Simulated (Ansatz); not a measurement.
# Bi in Ansatz: projected density of states with PBE

Aim: the projected density of states of Bi with PBE.

Program: Ansatz 0.2.0. These are calculated values, not measurements. Logs are shortened: lines on timing, memory, paths and dates and some standing lists are left out, and cuts for length are marked.

### 1 The undisturbed slab

The cell holds a slab with vacuum, 4 atoms: a = 4.539 Å, b = 4.539 Å, c = 32.744 Å, α = 90.00°, β = 90.00°, γ = 120.00°.

The slab is cut from a database's or a generator's crystal, which needn't be the stable form of the element.

### 2 Projected density of states, PBE (the (0 0 1) slab of Bi, cut from the database cell, not relaxed)

input.yaml reads:

```yaml
crystal:
  lattice:
    - [4.5390002997, 0.0, 0.0]
    - [-2.2695001498, 3.9308895674, 0.0]
    - [0.0, 0.0, 32.7435]
  atoms:
    - { symbol: Bi, position: [0.6666666667, 0.3333333334, 0.2290530945] }
    - { symbol: Bi, position: [0.3333333333, 0.6666666666, 0.4096843648] }
    - { symbol: Bi, position: [0.6666666667, 0.3333333334, 0.5903156352] }
    - { symbol: Bi, position: [0.3333333333, 0.6666666666, 0.7709469055] }
kpoints:
  mp_grid: { grid: [7, 7, 1] }
  band_path:
    path:
      - [0.0, 0.0, 0.0]
      - [0.5, 0.0, 0.0]
      - [0.3333333333, 0.3333333333, 0.0]
      - [0.0, 0.0, 0.0]
      - [0.0, 0.0, 0.5]
      - [0.5, 0.0, 0.5]
      - [0.3333333333, 0.3333333333, 0.5]
      - [0.0, 0.0, 0.5]
    npoints: 6
scf:
  occupations: { method: fermi_dirac, width: 0.05 }
hamiltonian:
  xc: pbe
  pseudopotentials: { kind: all_electron, lapw: { basis_error: 0.002 } }
output:
  forces: true
  stress: true
  eigenvalues: true
  fatbands: false
  dos: { projected: true, de: 0.2, e_range: [-10, 6] }
  populations: true
```

Potentials or basis: all-electron LAPW, scalar-relativistic.

Started as:

```console
$ ansatz run input.yaml --threads 4 --pin off --max-ram 14336MiB --backend cpu --events-out ev --progress --plain --runs-dir out
```

Output:

```text
Warning: RAYON_NUM_THREADS=4 ignored (pool sized by the plan → 4); use --threads N
Bi: projections on atomic orbitals take those of the free atom 1s2 2s2 2p6 3s2 3p6 3d10 4s2 4p6 4d10 4f14 5s2 5p6 5d10 6s2 6p3, of charge +0.00 (hamiltonian.pseudopotentials.projection_atoms)
LAPW: plane waves up to 4.079 Å⁻¹, error target 2.0e-3 eV per atom; small_component_spin mean_spin; Bi in spheres of 2.270 Å, 21 of its electrons in bands, Dirac shells [] (how accurate: hamiltonian.pseudopotentials.lapw.basis_error, Limitations)
Engine: ansatz 0.2.0, aarch64-unknown-linux-gnu
Pseudopotentials: kind: all_electron
Pseudopotential: Bi, LAPW, valence charge 21, lapw/all_electron/scalar/gaussian/Bi, Koelling and Harmon's equation, gaussian nucleus
Functional definition: PBE
  parameter kappa = 0.804
  parameter beta = 0.06672455060314922
  exchange = pbe_x(kappa = kappa, mu = beta*pi^2/3)
  correlation = pbe_c(beta = beta)
Crystal: 4 atoms, lattice volume = 584.220 Å³
Basis set: ecut = 63.381736422636 eV, 625 PW (Γ), exchange–correlation at level 2
Bands: 51, of which v1, the nominal top of the filled ones, is band 42 counted from 1 (41 counted from 0)
Symmetry: 12 space group operations
Space group: P-3m1 (ITA 164), of the structure as read, at distance tolerance 8.4e-5 Å
k-points: 8 of 49
Non-local potential: Bi, projectors of the file, none
Initial density: superposition of atomic densities (neutral atoms: chi_scale 0, normalization atom)
Initial wavefunctions: plane waves of lowest kinetic energy (no species holds an atomic orbital)
Functional: x = pbe(κ = 0.804, μ = 0.2195149727645171), c = pbe(β = 0.06672455060314922)
iter 1 solved again at ethr=5.53e-5 eV; its pass at ethr=1.00e-1 eV (dr2=4.64e-2 eV) is discarded
SCF iter   1: F=—  HF=-2342814.905876 eV  |F-HF|=—  |Δ(HF+E_count)|=         —  Δρ=1.94e-3  dr2=4.74e-2  ethr=5.53e-5  ⟨swp⟩=3.8  Hψ=2674  notcnv=0
preconditioner: auto → LDOS  [metal: Δε(μ)=0.056 eV  Ē_g=2.542 eV  σ=0.050 eV  W_gap=0.26  n_scr=98 (ndim 8)  ℏωp=5.3 eV  f_vac=0.531  D(μ)=11.83/eV (n_scr^D=84)  β→1.0]
SCF iter   2: F=—  HF=-2342814.861556 eV  |F-HF|=—  |Δ(HF+E_count)|=   4.43e-2  Δρ=1.35e-3  dr2=2.82e-2  ethr=5.53e-5  ⟨swp⟩=3.0  Hψ=1387  notcnv=0
SCF iter   3: F=—  HF=-2342814.899158 eV  |F-HF|=—  |Δ(HF+E_count)|=   3.76e-2  Δρ=5.33e-4  dr2=7.03e-3  ethr=3.36e-5  ⟨swp⟩=3.0  Hψ=1389  notcnv=0
SCF iter   4: F=—  HF=-2342814.895114 eV  |F-HF|=—  |Δ(HF+E_count)|=   4.04e-3  Δρ=3.39e-4  dr2=1.65e-3  ethr=8.37e-6  ⟨swp⟩=2.0  Hψ=1278  notcnv=0
SCF iter   5: F=—  HF=-2342814.895104 eV  |F-HF|=—  |Δ(HF+E_count)|=   9.33e-6  Δρ=7.69e-5  dr2=3.07e-4  ethr=1.96e-6  ⟨swp⟩=2.1  Hψ=1280  notcnv=0
iter 6 solved again at ethr=2.75e-8 eV; its pass at ethr=3.65e-7 eV (dr2=2.31e-5 eV) is discarded
SCF iter   6: F=—  HF=-2342814.894911 eV  |F-HF|=—  |Δ(HF+E_count)|=   1.94e-4  Δρ=2.74e-5  dr2=2.31e-5  ethr=2.75e-8  ⟨swp⟩=2.0  Hψ=2157  notcnv=0
SCF iter   7: F=—  HF=-2342814.894952 eV  |F-HF|=—  |Δ(HF+E_count)|=   4.17e-5  Δρ=8.66e-6  dr2=9.31e-6  ethr=2.75e-8  ⟨swp⟩=3.0  Hψ=1346  notcnv=0
SCF iter   8: F=—  HF=-2342814.894956 eV  |F-HF|=—  |Δ(HF+E_count)|=   3.46e-6  Δρ=1.91e-6  dr2=2.81e-7  ethr=1.11e-8  ⟨swp⟩=3.0  Hψ=1293  notcnv=0
SCF iter   9: F=—  HF=-2342814.894956 eV  |F-HF|=—  |Δ(HF+E_count)|=   3.17e-7  Δρ=7.58e-7  dr2=1.00e-7  ethr=3.35e-10  ⟨swp⟩=3.0  Hψ=1346  notcnv=0
SCF iter  10: F=-2342814.894956 eV  HF=-2342814.894956 eV  |F-HF|=8.38e-9  |Δ(HF+E_count)|=   1.35e-8  Δρ=2.92e-7  dr2=1.40e-8  ethr=1.19e-10  ⟨swp⟩=2.0  Hψ=1278  notcnv=0
SCF 1 converged in 10 iterations: F = -2342814.894956 eV  dr2 = 1.40e-8
NSCF: frozen V_eff on 43 k-points
SCF converged after 10 iterations
Free energy (F): -2342814.894956 eV
Harris-Foulkes:  -2342814.894956 eV  (|F-HF|=8.38e-9)
Internal energy: -2342814.791878 eV  (E = F + TS)
E sigma→0 (E₀):  -2342814.843417 eV
Entropy (-TS):   -0.103078 eV (-25.770 meV/atom)
Fermi energy:    -0.376898 eV
--- Per-component energies (eV) ---
  E_band       = -3230.552039
  E_kinetic    = 2712103.679636
  E_xc         = -43206.482584
  E_electrostatic = -5011711.988930  (all electrons and nuclei)
  E_smearing   = -0.103078  (= −TS)
  E_closure    = 0.000000  (closes the sum)
  E_atoms      = -2342808.427609  (free atoms, spherical and without spin; not in F)
  Σ components = -2342814.894956   (vs F -2342814.894956, Δ=0.00e0)
  Basis errors (estimates in eV, not in F): energy 7.5e-4 per atom: plane waves 6.8e-4 (3.9e-4 summed), levels above the bands 2.1e-39, relativity 4.3e-8, radial functions 7.6e-5, core shells 2.8e-7; eigenvalues (radial functions only) 4.7e-6; not estimated: angular momenta, meshes, grids; target (lapw.basis_error) 2.0e-3; muffin-tin radii Bi 2.270 Å
--- Forces (eV/Å), atoms counted from 1 ---
  atom   1  Bi     0.00000000     0.00000000     0.03240777
  atom   2  Bi     0.00000000    -0.00000000    -0.00032143
  atom   3  Bi    -0.00000000     0.00000000     0.00032143
  atom   4  Bi    -0.00000000    -0.00000000    -0.03240777
  max |Σ_I F_I| component: 7.23e-20 eV/Å
--- Stress (GPa, compression-positive) ---
       -3.446852       0.000000      -0.000000
       -0.000000      -3.446852       0.000000
       -0.000000       0.000000      -0.155424
  P = ⅓ Tr σ = -2.3497 GPa (-23.497 kbar)
--- Band table (eV; the first three rows and the last of 8) ---
  k-point 0: bands = ["-91.9233", "-91.9233", "-91.9233", "-91.9233", "-91.9178", "-91.9178", "-91.9178", "-91.9178", "-91.8924", "-91.8924", "-91.8859", "-91.8859", "-23.2419", "-23.2419", "-23.2419", "-23.2419", "-23.2367", "-23.2367", "-23.2367", "-23.2367", "-23.2188", "-23.2188", "-23.2188", "-23.2188", "-23.2144", "-23.2144", "-23.2130", "-23.2130", "-23.2130", "-23.2130", "-23.2085", "-23.2085", "-10.6958", "-10.6920", "-10.6883", "-10.6868", "-1.1810", "-1.0686", "-0.9165", "-0.7793", "1.0136", "1.0136", "1.0174", "1.0174", "1.0212", "1.0212", "1.0234", "1.0234", "2.7659", "3.0611", "3.4567"]
  k-point 1: bands = ["-91.9233", "-91.9233", "-91.9233", "-91.9233", "-91.9178", "-91.9178", "-91.9178", "-91.9178", "-91.8924", "-91.8924", "-91.8859", "-91.8859", "-23.2419", "-23.2419", "-23.2406", "-23.2406", "-23.2367", "-23.2367", "-23.2353", "-23.2353", "-23.2193", "-23.2193", "-23.2190", "-23.2190", "-23.2137", "-23.2137", "-23.2135", "-23.2135", "-23.2131", "-23.2131", "-23.2078", "-23.2078", "-10.6379", "-10.6343", "-10.6308", "-10.6295", "-1.0554", "-0.9494", "-0.8061", "-0.6766", "0.1758", "0.1886", "0.1989", "0.2035", "0.8615", "0.8671", "0.8733", "0.8774", "3.2614", "3.5401", "3.8917"]
  k-point 2: bands = ["-91.9234", "-91.9234", "-91.9233", "-91.9233", "-91.9178", "-91.9178", "-91.9178", "-91.9178", "-91.8924", "-91.8924", "-91.8859", "-91.8859", "-23.2420", "-23.2420", "-23.2376", "-23.2376", "-23.2367", "-23.2367", "-23.2323", "-23.2323", "-23.2203", "-23.2203", "-23.2192", "-23.2192", "-23.2145", "-23.2145", "-23.2134", "-23.2134", "-23.2120", "-23.2120", "-23.2061", "-23.2061", "-10.5004", "-10.4975", "-10.4945", "-10.4938", "-0.9955", "-0.9901", "-0.9787", "-0.9659", "-0.7210", "-0.6284", "-0.5149", "-0.4204", "0.5607", "0.5683", "0.5769", "0.5831", "3.9318", "4.1462", "4.3885"]
  k-point 7: bands = ["-91.9234", "-91.9234", "-91.9234", "-91.9234", "-91.9178", "-91.9178", "-91.9178", "-91.9178", "-91.8924", "-91.8924", "-91.8859", "-91.8859", "-23.2392", "-23.2392", "-23.2368", "-23.2368", "-23.2339", "-23.2339", "-23.2316", "-23.2316", "-23.2208", "-23.2208", "-23.2202", "-23.2202", "-23.2150", "-23.2150", "-23.2144", "-23.2144", "-23.2103", "-23.2103", "-23.2043", "-23.2043", "-10.3335", "-10.3326", "-10.3299", "-10.3299", "-1.3807", "-1.3732", "-1.3636", "-1.3558", "-0.7630", "-0.7566", "-0.7477", "-0.7400", "-0.2183", "-0.1886", "-0.1560", "-0.1330", "4.8214", "4.8935", "5.0150"]
--- Löwdin populations: 4 sites ---
  site symbol       q [e]
     0     Bi     82.9951
     1     Bi     82.9945
     2     Bi     82.9945
     3     Bi     82.9951
  spilling = 0.000063 (of n_electrons = 332.000000)
```

It took 6.2 s on 4 threads of Arm Neoverse V1, shared host; peak memory 0.36 GiB.

Results:

* Free energy: -2342814.8950 eV
* Largest force: 0.032 eV/Å
* Band gap along the path: none (metal or under the smearing width)
* Work function: 4.79 eV

Forces on the atoms (eV/Å):
```
Bi   0.000  0.000  0.032
Bi   0.000  0.000  0.000
Bi   0.000  0.000  0.000
Bi   0.000  0.000 -0.032
```

Stress tensor (GPa, compression positive):
```
-3.45  0.00  0.00
 0.00 -3.45  0.00
 0.00  0.00 -0.16
```

Levels at the corners of the path, in eV from the Fermi level:
```tsv
point	band 36	band 37	band 38	band 39	band 40	band 41	band 42	band 43	band 44	band 45
Γ	-10.31	-0.80	-0.69	-0.54	-0.40	1.39	1.39	1.39	1.39	1.40
M	-9.98	-1.41	-1.40	-1.39	-1.38	0.07	0.11	0.15	0.19	0.70
K	-9.94	-0.78	-0.76	-0.76	-0.76	-0.76	-0.76	-0.75	-0.73	0.24
Γ	-10.31	-0.80	-0.69	-0.54	-0.40	1.39	1.39	1.39	1.39	1.40
A	-10.31	-0.80	-0.69	-0.54	-0.40	1.39	1.39	1.39	1.39	1.40
L	-9.98	-1.41	-1.40	-1.39	-1.38	0.07	0.11	0.15	0.19	0.70
H	-9.94	-0.78	-0.76	-0.76	-0.76	-0.76	-0.76	-0.75	-0.73	0.24
A	-10.31	-0.80	-0.69	-0.54	-0.40	1.39	1.39	1.39	1.39	1.40
```

States per cell in windows of 1 eV (zero at the Fermi level; states under -8 eV left out):
```
from (eV)  total  Bi2 6p  Bi3 6p  Bi1 6p  Bi4 6p  Bi2 6s  Bi3 6s
     -8.0   0.00    0.00    0.00    0.00    0.00    0.00    0.00
     -7.0   0.00    0.00    0.00    0.00    0.00    0.00    0.00
     -6.0   0.00    0.00    0.00    0.00    0.00    0.00    0.00
     -5.0   0.00    0.00    0.00    0.00    0.00    0.00    0.00
     -4.0   0.00    0.00    0.00    0.00    0.00    0.00    0.00
     -3.0   0.00    0.00    0.00    0.00    0.00    0.00    0.00
     -2.0   3.23    0.81    0.81    0.80    0.80    0.00    0.00
     -1.0   8.85    2.19    2.19    2.22    2.22    0.01    0.01
      0.0  10.29    2.58    2.58    2.55    2.55    0.00    0.00
      1.0   1.62    0.40    0.40    0.41    0.41    0.00    0.00
      2.0   0.00    0.00    0.00    0.00    0.00    0.00    0.00
      3.0   0.52    0.00    0.00    0.00    0.00    0.00    0.00
      4.0   3.84    0.00    0.00    0.00    0.00    0.00    0.00
      5.0   1.64    0.00    0.00    0.00    0.00    0.00    0.00
```

Caveat: spin-orbit coupling is left out, which moves the levels of the heavy elements; the density of states is complete only up to the lowest level of the last band computed.
